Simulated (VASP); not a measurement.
Input of a VASP 6.6.1 run:

Contents of INCAR:

```
SYSTEM = Cu2O
PREC = Accurate
ENCUT = 600
EDIFF = 1E-7
ISMEAR = 0
SIGMA = 0.03
LREAL = .False.
LASPH = .True.
NELM = 80
ALGO = Normal
ISIF = 3
LWAVE = .False.
LCHARG = .False.
GGA = PE
IBRION = 2
NSW = 90
EDIFFG = -0.005
KPAR = 2
```

Contents of KPOINTS:

```
regular mesh
0
Gamma
  6 6 6
  0 0 0
```

Contents of POSCAR:

```
Cu2O                                    
1.0
    4.3071284838      0.0000000000      0.0000000000
   -0.0000000000      4.3071284838      0.0000000000
   -0.0000000000     -0.0000000000      4.3071284838
  Cu              O             
     4     2
Direct
     0.2500000000000000    0.2500000000000000    0.2500000000000000
     0.2500000000000000    0.7500000000000000    0.7500000000000000
     0.7500000000000000    0.7500000000000000    0.2500000000000000
     0.7500000000000000    0.2500000000000000    0.7500000000000000
     0.0000000000000000    0.0000000000000000    0.0000000000000000
     0.5000000000000000    0.5000000000000000    0.5000000000000000
```

Potentials or basis: VASP PAW PBE potentials, release 64 (Cu, O).

The run is started by

```sh
$ cat potpaw_PBE.64/Cu/POTCAR potpaw_PBE.64/O/POTCAR > POTCAR
$ mpirun -np 2 vasp_std > vasp.out
```

Q: Estimate the band gap on the k mesh.

A: 0.47 eV, direct.

Final structure:
```
Cu O
1.0
     4.30713    0.00000    0.00000
     0.00000    4.30713    0.00000
     0.00000    0.00000    4.30713
Cu O
4 2
Direct
  0.25000 0.25000 0.25000
  0.25000 0.75000 0.75000
  0.75000 0.75000 0.25000
  0.75000 0.25000 0.75000
  0.00000 0.00000 0.00000
  0.50000 0.50000 0.50000
```

Caveat: the relaxation stopped at its first step, so nothing moved. PBE gaps usually lie below the measured ones, often by a third to a half.
